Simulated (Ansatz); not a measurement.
**Ag: a tetragonal deformation path**

The task here is to estimate one member of a computed series from the others.

Method: DFT PBE, scalar-relativistic, plane waves, PAW, in Ansatz 0.2.0.

## The system as given

Symmetry: Fm-3m, No. 225, cubic system. Conventional cell: a = 4.086 Å, b = 4.086 Å, c = 4.086 Å, α = 90.00°, β = 90.00°, γ = 90.00°. Ag (site symmetry m-3m) is surrounded by 12 Ag at 2.89 Å.

As a file:

```
Ag
1.0
     0.00000    2.04310    2.04310
     2.04310    0.00000    2.04310
     2.04310    2.04310    0.00000
Ag
1
Direct
  0.00000 0.00000 0.00000
```

No relaxation comes first: the listed cell is the starting point.

## Zero of energy

The reference gives a free energy of -7590.5460 eV, pressure 4.66 GPa, largest force 0.000 eV/Å and gap on the mesh none (metal). It was computed beforehand with the settings of the runs below.

The first run:

At fixed volume and fractional coordinates, lengths along (0.000, 0.000, 1.000) are scaled against those across it; ρ is that ratio over its starting value.

Contents of input.yaml:

```yaml
crystal:
  lattice:
    - [0.0, 2.2934176608, 1.6214462862]
    - [2.2934176608, 0.0, 1.6214462862]
    - [2.2934176608, 2.2934176608, 0.0]
  atoms:
    - { symbol: Ag, position: [0.0, 0.0, 0.0] }
basis:
  ecutwfc: 420
kpoints:
  mp_grid: { grid: [22, 22, 22] }
hamiltonian:
  xc: pbe
scf:
  occupations: { method: gaussian, width: 0.15 }
output:
  forces: true
  stress: true
  eigenvalues: true
```

The run is started by

```bash
$ ansatz run input.yaml --threads 1 --pin off --max-ram 2560MiB --backend cpu --events-out ev --progress --plain --runs-dir out
```

Steps of the session up to this table: At ρ = 0.707; ρ = 1.414; Point ρ = 0.850; ρ = 1.200; ρ = 0.780; Point ρ = 1.300; ρ = 0.920; ρ = 1.100; At ρ = 0.650; At ρ = 1.500; Point ρ = 0.960; Point ρ = 1.050.

One table of the session follows, with a row left open; its other results are not shown here.

It belongs to the step «The scan collected». Collected from the runs (energy zero: the undisturbed cell):

| ρ | ΔE (meV/atom) | pressure (GPa) |
| --- | --- | --- |
| 0.650 | 37.1 | 5.5 |
| 0.707 | 39.4 | 5.5 |
| 0.780 | 33.6 | 5.4 |
| 0.850 | 21.4 | 5.2 |
| 0.920 | 8.2 | 4.9 |
| 0.960 | 2.3 | 4.7 |
| 1.000 | 0.0 | 4.7 |
| 1.050 | 3.9 | 4.7 |
| 1.100 | 16.5 | 5.1 |
| 1.200 | 67.8 | 6.5 |
| 1.300 | 158.7 | 9.4 |
| 1.414 | ? | ? |
| 1.500 | 475.2 | 19.3 |

Estimate the missing values for ρ = 1.414.

Worked estimate for «ΔE (meV/atom)». A straight line through the neighbours (1.300, 158.7) and (1.500, 475.2) gives 158.7 + (475.2 − 158.7) × (1.414 − 1.300) / (1.500 − 1.300) = 339.1; a parabola fitted to 3 rows on both sides gives 317.1.

As computed: ΔE (meV/atom): 316.5; pressure (GPa): 14.3. In «ΔE (meV/atom)» the line misses by +22.6 and the parabola by +0.6.
